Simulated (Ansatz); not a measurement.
Al: pressure against volume

Al, Fm-3m, a = 4.016 Å. Ansatz: PBEsol, PAW, 420 eV, Γ-centred 18×18×18 mesh on 1 atom, Gaussian smearing 0.10 eV; no spin polarisation. Symmetry fixes shape and atoms, so the cell is only scaled; pressure is positive in compression.

```tsv
V (Å³/atom)	P (GPa)
14.245	13.80
14.731	9.41
15.217	5.71
15.702	2.60
16.188	-0.03
16.673	-2.26
17.159	-4.18
17.807	?
```

Task: Take V0 = 16.188 Å³/atom, count pressures from its P0 = -0.03 GPa, fit the third-order Birch–Murnaghan form to the other rows, and predict the missing pressure.

Result: With the Eulerian strain f = ½[(V0/V)^(2/3) − 1] and y = (P − P0)/[3f(1 + 2f)^(5/2)], the form is the line y = B0 + 1.5 B0 (B0′ − 4) f. Rows (f, y): 0.04449, 83.7; 0.03245, 82.9; 0.02105, 82.0; 0.01026, 81.2; -0.00974, 80.2; -0.01905, 80.0. Means f = 0.01324, y = 81.667; Σ(Δf)² = 0.002986, ΣΔfΔy = 0.1787; the slope is their ratio. y = 80.87 + 59.86 f GPa, so B0 = 80.9 GPa and B0′ = 4 + 2 × (59.86)/(3 × 80.87) = 4.49. At V = 17.807, f = -0.03079, y = 79.03 and P = -6.26 GPa. The run gave -6.33 GPa, so the fit is 0.07 GPa too high, a small miss on the scale of the series. The form still works here, 22 % of the fitted range beyond its end.

Aluminium stiffens steadily under compression, and B0′ = 4.49 means it does so somewhat faster than the second-order form would give. This is the behaviour of a nearly free-electron metal: squeezing the valence electrons raises their kinetic energy faster than the electrostatic and exchange attraction can offset it, while expansion dilutes the electron gas and weakens the restoring force.

The miss at the largest volume is small in absolute terms, but it exceeds every residual within the fit and doesn't look like scatter. The fitted y values lie above the line at both ends and mostly below it in between, and the run's -6.33 GPa continues that pattern on the expanded side. This suggests curvature that a straight line in f can't carry, either from a real higher-order elastic term or from a volume-dependent basis or sampling error in the pressure. The fit therefore supports interpolation and a short extrapolation, but B0′ probably depends on the volume window chosen. Smooth pressures under uniform scaling don't show that the stretched crystal would resist shear or fracture.
